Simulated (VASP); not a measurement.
# ZrO₂: band gap, by RSMBJ

ZrO₂, P4_2/nmc (no. 137), 6 atoms in the cell. LMBJ; PAW potentials Zr_sv, O (PBE set).

| RSMBJ | Gap on the mesh (eV) | Time (s) |
|---|---|---|
| 4.0 | 5.13 | 66 |
| 5.0 | 5.12 | 62 |
| 7.0 | 5.12 | 61 |
| 10.0 | 5.12 | 62 |

## Input of the first row

INCAR.step1:
```
SYSTEM = ZrO2
ALGO = Normal
EDIFF = 1E-5
ENCUT = 520
GGA = PE
GGA_COMPAT = .False.
ISIF = 2
ISMEAR = 0
KPAR = 4
LASPH = .True.
LCHARG = .False.
LREAL = .False.
LWAVE = .True.
NBANDS = 33
NELM = 150
PREC = Accurate
SIGMA = 0.02
```

INCAR.step2:
```
SYSTEM = ZrO2
ALGO = Normal
EDIFF = 1E-6
ENCUT = 520
GGA_COMPAT = .False.
ISIF = 0
ISMEAR = 0
ISTART = 1
KPAR = 4
LASPH = .True.
LCHARG = .False.
LMIXTAU = .True.
LREAL = .False.
LWAVE = .False.
METAGGA = LMBJ
NBANDS = 33
NELM = 300
PREC = Accurate
RSMBJ = 4.0
SIGMA = 0.02
```

KPOINTS:
```
k-points
0
Gamma
  6 6 5
```

KPOINTS_OPT:
```
path GXMGZRAZ,XR,MA
10
line-mode
reciprocal
 0.0000000000  0.0000000000  0.0000000000  G
 0.0000000000  0.5000000000  0.0000000000  X

 0.0000000000  0.5000000000  0.0000000000  X
 0.5000000000  0.5000000000  0.0000000000  M

 0.5000000000  0.5000000000  0.0000000000  M
 0.0000000000  0.0000000000  0.0000000000  G

 0.0000000000  0.0000000000  0.0000000000  G
 0.0000000000  0.0000000000  0.5000000000  Z

 0.0000000000  0.0000000000  0.5000000000  Z
 0.0000000000  0.5000000000  0.5000000000  R

 0.0000000000  0.5000000000  0.5000000000  R
 0.5000000000  0.5000000000  0.5000000000  A

 0.5000000000  0.5000000000  0.5000000000  A
 0.0000000000  0.0000000000  0.5000000000  Z

 0.0000000000  0.5000000000  0.0000000000  X
 0.0000000000  0.5000000000  0.5000000000  R

 0.5000000000  0.5000000000  0.0000000000  M
 0.5000000000  0.5000000000  0.5000000000  A
```

POSCAR:
```
ZrO2
1.0
    3.5961000000      0.0000000000      0.0000000000
    0.0000000000      3.5961000000      0.0000000000
    0.0000000000      0.0000000000      5.1770000000
Zr O
2 4
Direct
    0.5000000000      0.5000000000      0.5000000000
    0.0000000000      0.0000000000      0.0000000000
    0.5000000000      0.0000000000      0.7970000000
    0.5000000000      0.0000000000      0.2970000000
    0.0000000000      0.5000000000      0.7030000000
    0.0000000000      0.5000000000      0.2030000000
```

Commands (each step's output is kept before the next begins):
```
cat potpaw_PBE.64/Zr_sv/POTCAR potpaw_PBE.64/O/POTCAR > POTCAR
cp INCAR.step1 INCAR
mpirun -np 4 vasp_std > vasp.out
cp INCAR.step2 INCAR
mpirun -np 4 vasp_std > vasp.out
```

Changes of the last row against the first:
```
(step 2)
- RSMBJ = 4.0
+ RSMBJ = 10.0
```

VASP 6.6.1 took 66 s on 4 cores (Intel Xeon 6975P-C (Granite Rapids)), a shared host.
